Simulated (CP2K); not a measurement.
Runs of CP2K 2026.2 on ZnS (Wurtzite-2H). The structure is hexagonal, space group P6_3mc (No. 186). Conventional cell: a = 3.811 Å, b = 3.811 Å, c = 6.234 Å, α = 90.00°, β = 90.00°, γ = 120.00°. Zn (site symmetry 3m) has 4 S at 2.31 to 2.40 Å as nearest neighbours. S (site symmetry 3m) is surrounded by 4 Zn at 2.31 to 2.40 Å. 

| level | potentials or basis | smearing | EPS_DEFAULT | NGRIDS | points a segment of the path (NPOINTS) | bands added on the path | CUTOFF of the grids | gap on the mesh (eV) | pressure (GPa) | largest force (eV/Å) |
| --- | --- | --- | --- | --- | --- | --- | --- | --- | --- | --- |
| TB-mBJ | POTENTIAL_UZH Zn GTH-PBE-q12, S GTH-PBE-q6; TZVP-MOLOPT-PBE-GTH basis | fermi-dirac 0.1 eV | 1.0E-9 | 4 | 8 | 6 | 675 Ry | 1.94 | - | - |
| LDA | GTH_POTENTIALS Zn GTH-PADE-q12, S GTH-PADE-q6; TZVP-MOLOPT-PBE-GTH basis | fermi-dirac 0.05 eV | 1.0E-9 | 5 | 10 | 2 | 450 Ry | (a) | (b) | 0.31 |
| PBEsol | POTENTIAL_UZH Zn GTH-PBE-q12, S GTH-PBE-q6; TZVP-MOLOPT-PBE-GTH basis | fermi-dirac 0.1 eV | 1.0E-10 | 4 | 10 | 6 | 450 Ry | 2.03 | -0.6 | - |
| PBE | POTENTIAL_UZH Zn GTH-PBE-q12, S GTH-PBE-q6; TZVP-MOLOPT-PBE-GTH basis | fermi-dirac 0.01 eV | 1.0E-9 | 5 | 8 | 2 | 450 Ry | 2.21 | 2.8 | - |
| r2SCAN | POTENTIAL_UZH Zn GTH-SCAN-q12, S GTH-SCAN-q6; TZVP-MOLOPT-SCAN-GTH basis | fermi-dirac 0.05 eV | 1.0E-9 | 5 | 6 | 2 | 675 Ry | 2.65 | -0.2 | 0.32 |

Alike in all rows: task band structure; no spin polarisation; cell as given; k mesh 8 × 8 × 5.

Task: Estimate the missing entries.

Result: (a) 1.93; (b) -3.7.

Caveats: the basis of atomic orbitals isn't converged, which shifts pressures, moduli and gaps; the potentials were made for another functional, which shifts forces and pressure (some runs); the forces don't sum to zero, a sign of grid noise (some runs); this is a model potential without an energy functional, so only levels have meaning (some runs).

